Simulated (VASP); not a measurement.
**Ge: phonons with PBEsol**

Ge:

```
Ge
1.0
     3.99597    0.00000    0.00000
    -1.99798    3.46061    0.00000
     0.00000    0.00000    6.59391
Ge
4
Cartesian
  1.9980 1.1535 0.4148
  0.0000 2.3071 3.7118
  1.9980 1.1535 2.8822
  0.0000 2.3071 6.1791
```

This isn't the form of Ge at room conditions, which is diamond.

- Program: VASP 6.6.1
- Task: phonons
- Functional: PBEsol
- Potentials or basis: VASP PAW PBE potentials, release 64 (Ge_d)
- Cutoff: 600 eV
- k mesh: 12 × 12 × 5
- Occupations: gaussian, width 0.03 eV
- Spin: no spin polarisation
- By perturbation theory: no
- Further INCAR settings: ALGO = Normal; EDIFF = 1e-08; IBRION = 6; POTIM = 0.015; NSW = 1

The highest phonon frequency at Γ is 288 cm⁻¹.

Phonon frequencies in cm⁻¹ (negative: imaginary):
```csv
q point,frequencies
"(0.000, 0.000, 0.000)",0 0 0 49 49 213 235 273 273 286 286 288
```

Run time: 9.2 min on 2 MPI ranks on Intel(R) Xeon(R) 6975P-C (Granite Rapids), on a shared host, peak memory 1.5 GiB a rank.
